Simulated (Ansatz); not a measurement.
ZnS: from Born charge to LO–TO splitting and polaron coupling

These are results of Ansatz, DFT LDA, scalar-relativistic, plane waves, PAW, not measurements. Settings: 420 eV plane-wave cutoff, Γ-centred 10×10×10 mesh, fixed occupations. No spin polarisation. Phonons by linear response, acoustic sum rule imposed.

Equilibrium structure at this level:
```xyz
2
Lattice="0.0000 2.6483 2.6483 2.6483 0.0000 2.6483 2.6483 2.6483 0.0000" Properties=species:S:1:pos:R:3 pbc="T T T"
Zn    0.0000    0.0000    0.0000
S     3.9725    3.9725    3.9725
```

Linear response gives ν_TO = 291.1 cm⁻¹, Born charges ±1.903 e (positive on Zn) and ε∞ = 6.184. The primitive cell holds 37.150 Å³, and the masses are 65.380 and 32.060 amu.

**Question.** Find ν_LO and the static dielectric constant.

**Answer.** The long-wave field adds a restoring force: ω_LO² − ω_TO² = Z*²e²/(ε_vac ε∞ μV). In these units ν_LO² − ν_TO² = 4.92064×10⁷ Z*²/(μ V ε∞) cm⁻², with μ = m₁m₂/(m₁ + m₂) = 21.512 amu: 36053 cm⁻². So ν_LO = √(291.1² + 36053) = 347.5 cm⁻¹, and the run gives 347.5. Lyddane–Sachs–Teller then gives ε0 = ε∞ (ν_LO/ν_TO)² = 8.82, against 8.82 in the run (it forms both from the same three quantities, so the match checks the arithmetic only). Between ν_TO and ν_LO the dielectric function is negative and an undamped crystal reflects fully: a reststrahlen band from 28.8 to 34.4 μm.

**Question.** What do the Clausius–Mossotti polarisability and the Szigeti charge come to?

**Answer.** With the Lorentz local field, α = (3V/4π)(ε∞ − 1)/(ε∞ + 2) = 5.62 Å³ for the pair, and e_S = 3Z*/(ε∞ + 2) = 0.70 e. The Born charge includes the electrons' response to the dipole's own local field, and e_S takes that enhancement out. The Lorentz field assumes point-like polarisable ions, a poor picture once ε∞ is this large, since the electron clouds then overlap or are shared, so both numbers are formal here.

**Question.** How strongly does a slow electron couple to the LO mode?

**Answer.** For one isotropic parabolic band, Fröhlich's constant is α_F = (1/ε∞ − 1/ε0) √(m* Ry/ħω_LO), with Ry = 13.606 eV, ħω_LO = 43.1 meV and m* in free-electron masses: α_F = 0.0483 × 17.77 × √m* = 0.86 √m*. The band mass isn't part of this run; for m* = 0.1, 0.3 and 1 it gives 0.27, 0.47, 0.86. In weak coupling the polaron lies α_F ħω_LO below the band edge (20 meV at m* = 0.3) with a mass m*(1 + α_F/6); past α_F of about 5 or 6 that expansion fails. A semilocal functional's ε∞ tends to be too large, which taken alone lowers α_F.

Cost: 1 run of about 1.3 core-minutes, on Arm Neoverse V1 (shared hosts).

ZnS emerges as a polar but strongly covalent semiconductor. Most of its static screening is electronic: ε∞ is already 6.184 of a total 8.82, because the Zn–S bonding electrons polarise easily. A Born charge of 1.903 e lies close to the formal ionic value, but this doesn't make the crystal fully ionic, since it measures how charge flows along the bonds as the sublattices move, not the charge residing on each atom.

The TO mode is stiffer than experiment, probably because LDA overbinds and shortens the bonds, while the LO–TO splitting is too small. These errors largely offset each other in ν_LO, so its closeness to the measured value is weak evidence that the underlying polar response is accurate.

The conduction-band minimum is s-like and light, which suggests that electrons form large, weakly coupled polarons instead of self-trapping through the LO mode. That picture doesn't carry over to holes, whose p-like valence bands are heavier, degenerate and warped.
